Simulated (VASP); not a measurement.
# GaSb (F-43m) in VASP: notebook

The runs below take GaSb through band structure, optical spectrum, with PBE.

All numbers are computed with VASP 6.6.1; they aren't measurements. Logs are shortened: lines on timing, memory, paths and dates and some standing lists are left out, and cuts for length are marked.

**Measured values to compare with.**

From a printed reference work, data compilation, for a bulk crystal of GaSb at 4.2 K: band gap 0.811 eV (direct).

How close the calculation comes is told below.

### Step 1. The crystal as given

It takes space group F-43m (No. 216, cubic). Conventional cell: a = 6.217 Å, b = 6.217 Å, c = 6.217 Å, α = 90.00°, β = 90.00°, γ = 90.00°. Around Ga (site symmetry -43m) lie 4 Sb at 2.69 Å. Sb (site symmetry -43m) is surrounded by 4 Ga at 2.69 Å.

### Step 2. Band structure, PBE

INCAR reads:

```
PREC = Accurate
ENCUT = 520
EDIFF = 1E-7
ISMEAR = 0
SIGMA = 0.02
LREAL = F
LASPH = T
NELM = 80
ALGO = Normal
ISIF = 2
LWAVE = F
LCHARG = F
GGA = PE
```

KPOINTS reads:

```
Automatic mesh
0
Gamma
  10 10 10
```

POSCAR reads:

```
GaSb                                    
1.0
   -0.0000000000      3.1085961785      3.1085961785
    3.1085961785      0.0000000000      3.1085961785
    3.1085961785      3.1085961785      0.0000000000
  Ga              Sb            
     1     1
Direct
     1.0000000000000000    1.0000000000000000    1.0000000000000000
     0.2500000000000000    0.2500000000000000    0.2500000000000000
```

KPOINTS_OPT reads:

```
path GXWKGLUWLK,UX
20
line-mode
reciprocal
 0.0000000000  0.0000000000  0.0000000000  G
 0.5000000000  0.0000000000  0.5000000000  X

 0.5000000000  0.0000000000  0.5000000000  X
 0.5000000000  0.2500000000  0.7500000000  W

 0.5000000000  0.2500000000  0.7500000000  W
 0.3750000000  0.3750000000  0.7500000000  K

 0.3750000000  0.3750000000  0.7500000000  K
 0.0000000000  0.0000000000  0.0000000000  G

 0.0000000000  0.0000000000  0.0000000000  G
 0.5000000000  0.5000000000  0.5000000000  L

 0.5000000000  0.5000000000  0.5000000000  L
 0.6250000000  0.2500000000  0.6250000000  U

 0.6250000000  0.2500000000  0.6250000000  U
 0.5000000000  0.2500000000  0.7500000000  W

 0.5000000000  0.2500000000  0.7500000000  W
 0.5000000000  0.5000000000  0.5000000000  L

 0.5000000000  0.5000000000  0.5000000000  L
 0.3750000000  0.3750000000  0.7500000000  K

 0.6250000000  0.2500000000  0.6250000000  U
 0.5000000000  0.0000000000  0.5000000000  X
```

Potentials or basis: VASP PAW PBE potentials, release 64 (Ga_d, Sb).

Launch:

```bash
$ cat potpaw_PBE.64/Ga_d/POTCAR potpaw_PBE.64/Sb/POTCAR > POTCAR
$ mpirun -np 1 vasp_std > vasp.out
```

OUTCAR:

```text
PREC = Accurate
   ENCUT = 520
   EDIFF = 1E-7
   ISMEAR = 0
   LREAL = F
   LASPH = T
   NELM = 80
   ISIF = 2
   GGA = PE

 ion  position               nearest neighbor table
   1  0.000  0.000  0.000-   2 2.69   2 2.69   2 2.69   2 2.69
   2  0.250  0.250  0.250-   1 2.69   1 2.69   1 2.69   1 2.69

  LATTYP: Found a face centered cubic cell.
 ALAT       =     6.2171923570

  Lattice vectors:

 A1 = (   0.0000000000,   3.1085961785,   3.1085961785)
 A2 = (   3.1085961785,   0.0000000000,   3.1085961785)
 A3 = (   3.1085961785,   3.1085961785,   0.0000000000)

Analysis of symmetry for initial positions (statically):
=====================================================================
 Subroutine PRICEL returns:
 Original cell was already a primitive cell.

 Routine SETGRP: Setting up the symmetry group for a
 face centered cubic supercell.

 Subroutine GETGRP returns: Found 24 space group operations
 (whereof 24 operations were pure point group operations)
 out of a pool of 48 trial point group operations.

The static configuration has the point symmetry T_d .

Analysis of symmetry for dynamics (positions and initial velocities):
=====================================================================
 Subroutine PRICEL returns:
 Original cell was already a primitive cell.

 Routine SETGRP: Setting up the symmetry group for a
 face centered cubic supercell.

 Subroutine GETGRP returns: Found 24 space group operations
 (whereof 24 operations were pure point group operations)
 out of a pool of 48 trial point group operations.

The dynamic configuration has the point symmetry T_d .

 Subroutine INISYM returns: Found 24 space group operations
 (whereof 24 operations are pure point group operations),
 and found     1 'primitive' translations

----------------------------------------------------------------------------------------

                                     Primitive cell

  volume of cell :      60.0790

  direct lattice vectors                    reciprocal lattice vectors
     0.000000000  3.108596179  3.108596179    -0.160844308  0.160844308  0.160844308
     3.108596179  0.000000000  3.108596179     0.160844308 -0.160844308  0.160844308
     3.108596179  3.108596179  0.000000000     0.160844308  0.160844308 -0.160844308

  length of vectors
     4.396218876  4.396218876  4.396218876     0.278590513  0.278590513  0.278590513

  position of ions in fractional coordinates (direct lattice)
     0.000000000  0.000000000  0.000000000
     0.250000000  0.250000000  0.250000000

  ion indices of the primitive-cell ions
   primitive index   ion index
                 1           1
                 2           2

----------------------------------------------------------------------------------------

 KPOINTS: Automatic mesh

Automatic generation of k-mesh.
 Grid dimensions read from file:
 generate k-points for:   10   10   10

 Generating k-lattice:

  Cartesian coordinates                     Fractional coordinates (reciprocal lattice)
    -0.016084431  0.016084431  0.016084431     0.100000000  0.000000000  0.000000000
     0.016084431 -0.016084431  0.016084431     0.000000000  0.100000000  0.000000000
     0.016084431  0.016084431 -0.016084431     0.000000000  0.000000000  0.100000000

  Length of vectors
     0.027859051  0.027859051  0.027859051

  Shift w.r.t. Gamma in fractional coordinates (k-lattice)
     0.000000000  0.000000000  0.000000000

 Subroutine IBZKPT returns following result:
 ===========================================

 Found     47 irreducible k-points:

 Following reciprocal coordinates:
            Coordinates               Weight
  0.000000  0.000000  0.000000      1.000000
  0.100000  0.000000  0.000000      8.000000
  0.200000  0.000000  0.000000      8.000000
  0.300000  0.000000  0.000000      8.000000
  0.400000  0.000000  0.000000      8.000000
  0.500000  0.000000  0.000000      4.000000
[... 16 lines left out ...]
  0.300000  0.300000  0.000000      6.000000
  0.400000  0.300000  0.000000     24.000000
 [... further k-points ...]
   k-points           NKPTS =     47   k-points in BZ     NKDIM =     47   number of bands    NBANDS=     13
   number of dos      NEDOS =    301   number of ions     NIONS =      2
   total plane-waves  NPLWV =  46656
   dimension x,y,z NGX =    36 NGY =   36 NGZ =   36
   dimension x,y,z NGXF=    72 NGYF=   72 NGZF=   72
   ions per type =               1   1
   NGX,Y,Z   is equivalent  to a cutoff of  13.61, 13.61, 13.61 a.u.
   NGXF,Y,Z  is equivalent  to a cutoff of  27.23, 27.23, 27.23 a.u.
 SYSTEM =  unknown system
   PREC   = accura    normal or accurate (medium, high low for compatibility)
   ISTART =      0    job   : 0-new  1-cont  2-samecut
   ICHARG =      2    charge: 1-file 2-atom 10-const
   ISPIN  =      1    spin polarized calculation?
   LNONCOLLINEAR =      F non collinear calculations
   LSORBIT =      F    spin-orbit coupling
   LASPH  =      T    aspherical Exc in radial PAW
   ENCUT  =  520.0 eV  38.22 Ry    6.18 a.u.   8.17  8.17  8.17*2*pi/ulx,y,z
   NELM   =     80;   NELMIN=  2; NELMDL= -5     # of ELM steps
   EDIFF  = 0.1E-06   stopping-criterion for ELM
   LREAL  =      F    real-space projection
   EDIFFG = 0.1E-05   stopping-criterion for IOM
   NSW    =      0    number of steps for IOM
   IBRION =     -1    ionic relax: 0-MD 1-quasi-New 2-CG
   NFREE  =      0    steps in history (QN), initial steepest desc. (CG)
   ISIF   =      2    stress and relaxation
   ISYM   =      2    0-nonsym 1-usesym 2-fastsym
   POTIM  = 0.5000    time-step for ionic-motion
   TEBEG  =    0.0;   TEEND  =   0.0 temperature during run
   PSTRESS=    0.0 pullay stress
   NELECT =      18.0000    total number of electrons
   NUPDOWN=      -1.0000    fix difference up-down
   EMIN   =  10.00;   EMAX   =-10.00  energy-range for DOS
   EFERMI =   0.00;   METHOD = LEGACY
   ISMEAR =     0;   SIGMA  =   0.02  broadening in eV -4-tet -1-fermi 0-gaus
   EFERMI_NEDOS =   21; number of points for ismear=-14 and -15
   IALGO  =     38    algorithm
   IMIX   =      4    mixing-type and parameters
     AMIX     =   0.40;   BMIX     =  1.00
     AMIX_MAG =   1.60;   BMIX_MAG =  1.00
  volume/ion in A,a.u.               =      30.04       202.72
  Fermi-wavevector in a.u.,A,eV,Ry     =   1.095447  2.070095 16.327047  1.200004
  Thomas-Fermi vector in A             =   2.231771
   LORBIT       =      0    0 simple, 1 ext, 2 COOP (PROOUT), +10 PAW based schemes
   GGA     = PE    functional components
   LHFCALC =     F    Hartree Fock is set to
   AEXX    =    0.0000 exact exchange contribution
   IVDW    =     0    specifies the selected vdW correction
   LEPSILON=     F    determine dielectric tensor
   LRPA    =     F    only Hartree local field effects (RPA)
 non-spin polarized calculation
 Gauss-broadening in eV      SIGMA  =   0.02
  energy-cutoff  :      520.00
  volume of cell :       60.08
 maximum number of plane-waves:      1639
 NGX is ok and might be reduce to    36
   NGX = 17   NGY = 17   NGZ = 17

 number of electron      17.9999991 magnetization

 Free energy of the ion-electron system (eV)
  ---------------------------------------------------
  ext. energy  EPLUGINS =         0.00000000
  ---------------------------------------------------
  free energy    TOTEN  =        -7.37158100 eV

  energy without entropy =       -7.37155015  energy(sigma->0) =       -7.37156558

 E-fermi :   4.3952     XC(G=0):  -8.8800

 val. band max:        4.3890779737   @ k =   0.0000   0.0000   0.0000
 cond. band min:       4.6964490556   @ k =   0.5000   0.0000   0.0000
 fundamental gap:      0.3073710818
 Fermi energy:         4.3951689736

 k-point     1 :       0.0000    0.0000    0.0000
  band No.  band energies     occupation
      1     -10.5565      2.00000
      2     -10.5565      2.00000
      3     -10.5565      2.00000
      4     -10.5138      2.00000
      5     -10.5138      2.00000
      6      -6.7621      2.00000
      7       4.0889      2.00000
      8       4.3891      1.33337
      9       4.3891      1.33331
     10       4.3891      1.33331
     11       7.1772      0.00000
     12       7.1773      0.00000
     13       7.1773      0.00000

 k-point     2 :       0.1000    0.0000    0.0000
  band No.  band energies     occupation
      1     -10.5587      2.00000
      2     -10.5555      2.00000
      3     -10.5555      2.00000
      4     -10.5139      2.00000
      5     -10.5139      2.00000
      6      -6.6654      2.00000
      7       2.7285      2.00000
      8       4.2315      2.00000
      9       4.2315      2.00000
     10       5.1801      0.00000
     11       7.3969      0.00000
     12       7.3969      0.00000
     13       7.5108      0.00000

 k-point     3 :       0.2000    0.0000    0.0000
  band No.  band energies     occupation
      1     -10.5643      2.00000
      2     -10.5530      2.00000
      3     -10.5530      2.00000
      4     -10.5140      2.00000
      5     -10.5140      2.00000
      6      -6.3846      2.00000
      7       1.1706      2.00000
      8       3.9028      2.00000
      9       3.9028      2.00000
     10       5.2012      0.00000
     11       7.8279      0.00000
     12       7.8279      0.00000
     13       8.6531      0.00000
[... 305 lines left out ...]
 k-point    23 :       0.3000    0.3000    0.0000
  band No.  band energies     occupation
      1     -10.5819      2.00000
      2     -10.5432      2.00000
      3     -10.5432      2.00000
      4     -10.5196      2.00000
      5     -10.5114      2.00000
      6      -5.6551      2.00000
      7      -0.3575      2.00000
      8       2.5386      2.00000
      9       2.5386      2.00000
     10       5.4988      0.00000
     11       6.7520      0.00000
     12      10.4804      0.00000
     13      10.4804      0.00000

 k-point    24 :       0.4000    0.3000    0.0000
  band No.  band energies     occupation
      1     -10.5862      2.00000
      2     -10.5410      2.00000
      3     -10.5406      2.00000
      4     -10.5205      2.00000
      5     -10.5111      2.00000
      6      -5.2603      2.00000
      7      -1.0848      2.00000
      8       2.0583      2.00000
      9       2.3503      2.00000
     10       5.6700      0.00000
     11       6.6879      0.00000
     12      10.4028      0.00000
     13      10.9076      0.00000

 [... further k-points ...]

------------------------ aborting loop because EDIFF is reached ----------------------------------------

  FORCE on cell =-STRESS in cart. coord.  units (eV):
  Direction    XX          YY          ZZ          XY          YZ          ZX
  --------------------------------------------------------------------------------------
  -------------------------------------------------------------------------------------
  Total       -0.0008737     -0.0008737     -0.0008737      0.0000000      0.0000000      0.0000000
  in kB       -0.0232999     -0.0232999     -0.0232999      0.0000000      0.0000000      0.0000000
  external PRESSURE =      -0.0232999 kB  Pullay stress =       0.0000000 kB

 VOLUME and BASIS-vectors are now :
 -----------------------------------------------------------------------------
  energy-cutoff  :      520.00
  volume of cell :       60.08
      direct lattice vectors                 reciprocal lattice vectors
     0.000000000  3.108596179  3.108596179    -0.160844308  0.160844308  0.160844308
     3.108596179  0.000000000  3.108596179     0.160844308 -0.160844308  0.160844308
     3.108596179  3.108596179  0.000000000     0.160844308  0.160844308 -0.160844308

 POSITION                                       TOTAL-FORCE (eV/Angst)
 -----------------------------------------------------------------------------------
      0.00000      0.00000      0.00000        -0.000000     -0.000000     -0.000000
      1.55430      1.55430      1.55430         0.000000      0.000000      0.000000
 -----------------------------------------------------------------------------------
    total drift:                                0.000001      0.000001      0.000001

  FREE ENERGIE OF THE ION-ELECTRON SYSTEM (eV)
  ---------------------------------------------------
  free  energy   TOTEN  =        -7.3715810022 eV

  energy  without entropy=       -7.3715501498  energy(sigma->0) =       -7.37156558
```

Wall time 2.2 min (1 thread of Intel Xeon Platinum 8488C (Sapphire Rapids), shared host); peak memory 0.23 GiB.

What came out:

| Property | Result |
| --- | --- |
| Free energy | -7.3716 eV |
| Pressure | 0.0 GPa |
| Band gap along the path | none (metal or under the smearing width) |

Levels at the corners of the path, in eV from the Fermi level:
| point | band 6 | band 7 | band 8 | band 9 | band 10 | band 11 | band 12 | band 13 |
| --- | --- | --- | --- | --- | --- | --- | --- | --- |
| Γ | -11.16 | -0.31 | -0.01 | -0.01 | -0.01 | 2.78 | 2.78 | 2.78 |
| X | -8.89 | -6.60 | -2.42 | -2.42 | 0.95 | 1.33 | 8.36 | 8.36 |
| X | -8.89 | -6.60 | -2.42 | -2.42 | 0.95 | 1.33 | 8.36 | 8.36 |
| W | -8.86 | -6.49 | -3.14 | -2.92 | 3.50 | 4.29 | 4.30 | 4.75 |
| W | -8.86 | -6.49 | -3.14 | -2.92 | 3.50 | 4.29 | 4.30 | 4.75 |
| K | -8.96 | -6.44 | -3.38 | -2.06 | 1.44 | 3.80 | 6.39 | 6.62 |
| K | -8.96 | -6.44 | -3.38 | -2.06 | 1.44 | 3.80 | 6.39 | 6.62 |
| Γ | -11.16 | -0.31 | -0.01 | -0.01 | -0.01 | 2.78 | 2.78 | 2.78 |
| Γ | -11.16 | -0.31 | -0.01 | -0.01 | -0.01 | 2.78 | 2.78 | 2.78 |
| L | -9.65 | -6.14 | -1.08 | -1.08 | 0.30 | 3.74 | 3.74 | 6.49 |
| L | -9.65 | -6.14 | -1.08 | -1.08 | 0.30 | 3.74 | 3.74 | 6.49 |
| U | -8.96 | -6.44 | -3.38 | -2.06 | 1.44 | 3.80 | 6.39 | 6.62 |
| U | -8.96 | -6.44 | -3.38 | -2.06 | 1.44 | 3.80 | 6.39 | 6.62 |
| W | -8.86 | -6.49 | -3.14 | -2.92 | 3.50 | 4.29 | 4.30 | 4.75 |
| W | -8.86 | -6.49 | -3.14 | -2.92 | 3.50 | 4.29 | 4.30 | 4.75 |
| L | -9.65 | -6.14 | -1.08 | -1.08 | 0.30 | 3.74 | 3.74 | 6.49 |
| L | -9.65 | -6.14 | -1.08 | -1.08 | 0.30 | 3.74 | 3.74 | 6.49 |
| K | -8.96 | -6.44 | -3.38 | -2.06 | 1.44 | 3.80 | 6.39 | 6.62 |
| U | -8.96 | -6.44 | -3.38 | -2.06 | 1.44 | 3.80 | 6.39 | 6.62 |
| X | -8.89 | -6.60 | -2.42 | -2.42 | 0.95 | 1.33 | 8.36 | 8.36 |

Caveat: spin-orbit coupling is left out, which moves the levels of the heavy elements; this crystal is a semiconductor, whose small gap the functional closes, so the metal is an error of the method.

(Continued in part 2 of 2.)
